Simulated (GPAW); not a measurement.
Here is a GPAW 26.7.0 calculation.

File run.py:

```python
from ase.eos import EquationOfState
from ase.io import Trajectory, read
from ase.units import GPa
from gpaw import GPAW, PW, setup_paths

setup_paths.insert(0, '.')

atoms = read('Cr.cif')
atoms.set_initial_magnetic_moments([3.0])

traj = Trajectory('eos.traj', 'w')
volumes, energies = [], []
for x in [0.94, 0.96, 0.98, 1.0, 1.02, 1.04, 1.06]:
    a = atoms.copy()
    a.set_cell(atoms.cell * x**(1 / 3), scale_atoms=True)
    calc = GPAW(mode=PW(600),
                xc='PBEsol',
                kpts={'size': (10, 10, 10), 'gamma': True},
                occupations={'name': 'fermi-dirac', 'width': 0.05},
                nbands=11,
                convergence={'density': 1e-05, 'energy': 1e-05},
                maxiter=150,
                txt=f'eos-{x:.2f}.txt')
    a.calc = calc
    energies.append(a.get_potential_energy(force_consistent=True))
    volumes.append(a.get_volume())
    p = -a.get_stress()[:3].mean() / GPa
    calc.write(f'eos-{x:.2f}.gpw')
    traj.write(a)
    print(f'{x:.2f} {volumes[-1]:10.4f} A^3 {energies[-1]:14.6f} eV {p:9.3f} GPa', flush=True)

v0, e0, B = EquationOfState(volumes, energies, eos='birchmurnaghan').fit()
print(f'V0 = {v0:.4f} A^3, E0 = {e0:.6f} eV, B0 = {B / GPa:.2f} GPa')
```

The input Cr.cif:

```cif
data_Cr
_cell_length_a 2.57114226
_cell_length_b 2.57114226
_cell_length_c 2.57114226
_cell_angle_alpha 109.47122063
_cell_angle_beta 109.47122063
_cell_angle_gamma 109.47122063
_space_group_name_H-M_alt 'P1'
_space_group_name_Hall 'P 1'
_space_group_IT_number 1
loop_
_space_group_symop_operation_xyz
'x,y,z'
loop_
_atom_site_label
_atom_site_type_symbol
_atom_site_symmetry_multiplicity
_atom_site_Wyckoff_symbol
_atom_site_fract_x
_atom_site_fract_y
_atom_site_fract_z
_atom_site_occupancy
Cr1 Cr 1 a 0.0000000000 0.0000000000 0.0000000000 1
```

Potentials or basis: PAW data sets generated in the run's folder for this functional, pw.

Launch:

```bash
$ gpaw-setup -f PBEsol Cr
$ OMP_NUM_THREADS=1 python run.py
```

Question: Estimate the bulk modulus.

Answer: 283 GPa (rough).

Question: Predict the equilibrium volume.

Answer: 11.16 Å³/atom (rough: see the caveat).

Energy against volume, from the lowest point:
| volume (Å³/atom) | energy (meV/atom) |
| --- | --- |
| 12.299 | 0.00 |
| 12.561 | 39.13 |
| 12.823 | 83.72 |
| 13.084 | 133.02 |
| 13.346 | 186.56 |
| 13.608 | 243.82 |
| 13.870 | 304.17 |

Caveat: the minimum lies outside the volumes run.
